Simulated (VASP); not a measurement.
# MoS2 (R3m) in VASP: a series of runs, part 2 of 2

VASP 6.6.1. Earlier steps stand in the parts before.

## (3) Single point, PBE+U, collinear spin, zero start

INCAR reads:

```
SYSTEM = MoS2
ALGO = Normal
EDIFF = 1E-6
ENCUT = 520
GGA = PE
ISIF = 2
ISMEAR = 0
ISPIN = 2
LASPH = .True.
LCHARG = .False.
LDAU = .True.
LDAUJ = 0 0
LDAUL = 2 -1
LDAUPRINT = 1
LDAUTYPE = 2
LDAUU = 6 0
LMAXMIX = 4
LORBIT = 11
LREAL = .False.
LWAVE = .False.
MAGMOM = 0 0 0
NBANDS = 24
NELM = 150
PREC = Accurate
SIGMA = 0.05
```

KPOINTS reads:

```
k-points
0
Gamma
  7 7 7
  0 0 0
```

POSCAR reads:

```
MoS2
1.0
    1.5814998900      0.9130793900      6.1233282100
   -1.5814998900      0.9130793900      6.1233282100
    0.0000000000     -1.8261587800      6.1233282100
Mo S
1 2
Direct
    0.0000000000      0.0000000000      0.0000000000
    0.7484000000      0.7484000000      0.7484000000
    0.5849000000      0.5849000000      0.5849000000
```

Potentials or basis: VASP PAW PBE potentials, release 64 (Mo_sv, S).

Command:

```bash
cat potpaw_PBE.64/Mo_sv/POTCAR potpaw_PBE.64/S/POTCAR > POTCAR
mpirun -np 1 vasp_std > vasp.out
```

OUTCAR:

```text
SYSTEM = MoS2
   EDIFF = 1E-6
   ENCUT = 520
   GGA = PE
   ISIF = 2
   ISMEAR = 0
   ISPIN = 2
   LASPH = .True.
   LORBIT = 11
   LREAL = .False.
   NELM = 150
   PREC = Accurate

 ion  position               nearest neighbor table
   1  0.000  0.000  0.000-   2 2.36   2 2.36   2 2.36   3 2.36   3 2.36   3 2.36
   2  0.748  0.748  0.748-   1 2.36   1 2.36   1 2.36
   3  0.585  0.585  0.585-   1 2.36   1 2.36   1 2.36

  LATTYP: Found a trigonal (rhomboedric) cell.
 ALAT       =     6.3898360106
 COS(alpha) =     0.8774851015

  Lattice vectors:

 A1 = (   1.5814998900,   0.9130793900,   6.1233282100)
 A2 = (  -1.5814998900,   0.9130793900,   6.1233282100)
 A3 = (   0.0000000000,  -1.8261587800,   6.1233282100)

Analysis of symmetry for initial positions (statically):
=====================================================================
 Subroutine PRICEL returns:
 Original cell was already a primitive cell.

 Routine SETGRP: Setting up the symmetry group for a
 trigonal (rhombohedral) supercell.

 Subroutine GETGRP returns: Found  6 space group operations
 (whereof  6 operations were pure point group operations)
 out of a pool of 12 trial point group operations.

The static configuration has the point symmetry C_3v.

Analysis of symmetry for dynamics (positions and initial velocities):
=====================================================================
 Subroutine PRICEL returns:
 Original cell was already a primitive cell.

 Routine SETGRP: Setting up the symmetry group for a
 trigonal (rhombohedral) supercell.

 Subroutine GETGRP returns: Found  6 space group operations
 (whereof  6 operations were pure point group operations)
 out of a pool of 12 trial point group operations.

The dynamic configuration has the point symmetry C_3v.
[... 190 lines left out ...]
  o =  0.4361  v =  0.0000  0.0000  0.0000  0.0000  0.0000  0.0000  0.0000  1.0000  0.0000  0.0000      0.0000  0.0000  0.0000  0.0000  0.0000  0.0000  0.0000  0.0000  0.0000  0.0000

 number of electron      26.0000001 magnetization       0.0000000

 Free energy of the ion-electron system (eV)
  ---------------------------------------------------
  ext. energy  EPLUGINS =         0.00000000
  ---------------------------------------------------
  free energy    TOTEN  =       -14.51635923 eV

  energy without entropy =      -14.51635923  energy(sigma->0) =      -14.51635923

 E-fermi :   8.1144     XC(G=0): -10.8014

 val. band max:        7.8578434544   @ k =   0.4286   0.4286   0.4286
 cond. band min:       8.7949514956   @ k =  -0.2857   0.2857   0.0000
 fundamental gap:      0.9371080412
 Fermi energy:         8.1143603098

 spin component 1

 k-point     1 :       0.0000    0.0000    0.0000
  band No.  band energies     occupation
      1     -54.3260      1.00000
      2     -28.4393      1.00000
      3     -28.2871      1.00000
      4     -28.2871      1.00000
      5      -7.5097      1.00000
      6      -5.6417      1.00000
[... 1289 lines left out ...]
     23      19.0280      0.00000
     24      19.8441      0.00000

 [... further k-points ...]

------------------------ aborting loop because EDIFF is reached ----------------------------------------

  FORCE on cell =-STRESS in cart. coord.  units (eV):
  Direction    XX          YY          ZZ          XY          YZ          ZX
  --------------------------------------------------------------------------------------
  -------------------------------------------------------------------------------------
  Total        3.5348217      3.5348218      5.8956743      0.0000000      0.0000000      0.0000000
  in kB      106.7484565    106.7484572    178.0440942      0.0000000      0.0000000      0.0000000
  external PRESSURE =     130.5136693 kB  Pullay stress =       0.0000000 kB

 VOLUME and BASIS-vectors are now :
 -----------------------------------------------------------------------------
  energy-cutoff  :      520.00
  volume of cell :       53.05
      direct lattice vectors                 reciprocal lattice vectors
     1.581499890  0.913079390  6.123328210     0.316155571  0.182532503  0.054436627
    -1.581499890  0.913079390  6.123328210    -0.316155571  0.182532503  0.054436627
     0.000000000 -1.826158780  6.123328210     0.000000000 -0.365065006  0.054436627

 POSITION                                       TOTAL-FORCE (eV/Angst)
 -----------------------------------------------------------------------------------
      0.00000      0.00000      0.00000         0.000000      0.000000     -0.001341
      0.00000      0.00000     13.74810         0.000000     -0.000000      1.713888
      0.00000      0.00000     10.74460         0.000000     -0.000000     -1.712547
 -----------------------------------------------------------------------------------
    total drift:                                0.000000     -0.000000     -0.000016

  FREE ENERGIE OF THE ION-ELECTRON SYSTEM (eV)
  ---------------------------------------------------
  free  energy   TOTEN  =       -14.5163592306 eV

  energy  without entropy=      -14.5163592306  energy(sigma->0) =      -14.51635923

 total charge

# of ion       s       p       d       tot
------------------------------------------
    1        2.316   6.251   3.896  12.464
    2        1.363   2.387   0.000   3.750
    3        1.363   2.386   0.000   3.750
--------------------------------------------------
tot          5.043  11.024   3.896  19.963

 magnetization (x)

# of ion       s       p       d       tot
------------------------------------------
    1       -0.000   0.000  -0.000  -0.000
    2       -0.000   0.000   0.000   0.000
    3       -0.000   0.000   0.000   0.000
--------------------------------------------------
tot         -0.000   0.000  -0.000   0.000
```

OSZICAR:

```text
N       E                     dE             d eps       ncg     rms          rms(c)
DAV:   1     0.185312282180E+03    0.18531E+03   -0.13122E+04  4256   0.102E+03
DAV:   2    -0.961483733686E+01   -0.19493E+03   -0.18766E+03  5112   0.279E+02
DAV:   3    -0.162948431379E+02   -0.66800E+01   -0.66408E+01  5480   0.491E+01
DAV:   4    -0.163579443414E+02   -0.63101E-01   -0.63091E-01  4720   0.519E+00
DAV:   5    -0.163589305337E+02   -0.98619E-03   -0.98615E-03  5536   0.642E-01    0.260E+01
DAV:   6    -0.147720415432E+02    0.15869E+01   -0.91757E+00  4504   0.181E+01    0.927E+00
DAV:   7    -0.145603634464E+02    0.21168E+00   -0.18825E+00  4360   0.823E+00    0.572E+00
DAV:   8    -0.145167600456E+02    0.43603E-01   -0.27673E-01  5496   0.289E+00    0.165E+00
DAV:   9    -0.145164165032E+02    0.34354E-03   -0.12890E-02  4864   0.761E-01    0.289E-01
DAV:  10    -0.145161880753E+02    0.22843E-03   -0.23630E-03  5248   0.312E-01    0.100E-01
DAV:  11    -0.145163313369E+02   -0.14326E-03   -0.79501E-04  5144   0.152E-01    0.109E-01
DAV:  12    -0.145163180142E+02    0.13323E-04   -0.46112E-05  5168   0.387E-02    0.519E-02
DAV:  13    -0.145163542138E+02   -0.36200E-04   -0.12486E-04  4768   0.452E-02    0.281E-02
DAV:  14    -0.145163564022E+02   -0.21885E-05   -0.49919E-06  5432   0.107E-02    0.125E-02
DAV:  15    -0.145163583258E+02   -0.19236E-05   -0.56298E-06  4256   0.884E-03    0.911E-03
DAV:  16    -0.145163592306E+02   -0.90475E-06   -0.64959E-06  4184   0.964E-03
   1 F= -.14516359E+02 E0= -.14516359E+02  d E =-.610016E-15  mag=    -0.0000
```

stdout:

```text
POSCAR found type information on POSCAR MoS
 POSCAR found :  2 types and       3 ions
 scaLAPACK will be used
 LDA part: xc-table for (Slater+PW92), standard interpolation
 POSCAR, INCAR and KPOINTS ok, starting setup
 FFT: planning ... GRIDC
 FFT: planning ... GRID_SOFT
 FFT: planning ... GRID
 WAVECAR not read
 entering main loop
```

Run time: 4.6 min. Hardware: 1 thread of Intel Xeon Platinum 8488C (Sapphire Rapids), shared host; peak memory 0.43 GiB.

Results:

```yaml
Free_energy: -14.5164 eV
Pressure: 13.1 GPa
Largest_force: 1.714 eV/Å
Band_gap_on_the_k_mesh: 0.94 eV, indirect (least direct gap 2.02 eV)
Net_moment: 0.00 μB per cell
Valence_electrons_inside_the_program's_atomic_spheres: Mo 12.46; S 3.75
```

Forces in eV/Å, atoms in the order of the input:
```
Mo   0.000  0.000 -0.001
S    0.000  0.000  1.714
S    0.000  0.000 -1.713
```

Eigenvalues of the final occupation matrices:
| site | spin | trace | eigenvalues |
| --- | --- | --- | --- |
| site 1 d | 1 | 1.98 | 0.38 0.38 0.39 0.39 0.44 |
| site 1 d | 2 | 1.98 | 0.38 0.38 0.39 0.39 0.44 |

Caveat: an odd mesh through Γ misses points on the zone boundary, where band edges often lie; forces of over 1 eV/Å show positions far from the minimum, so gaps and moduli don't describe the material at rest.
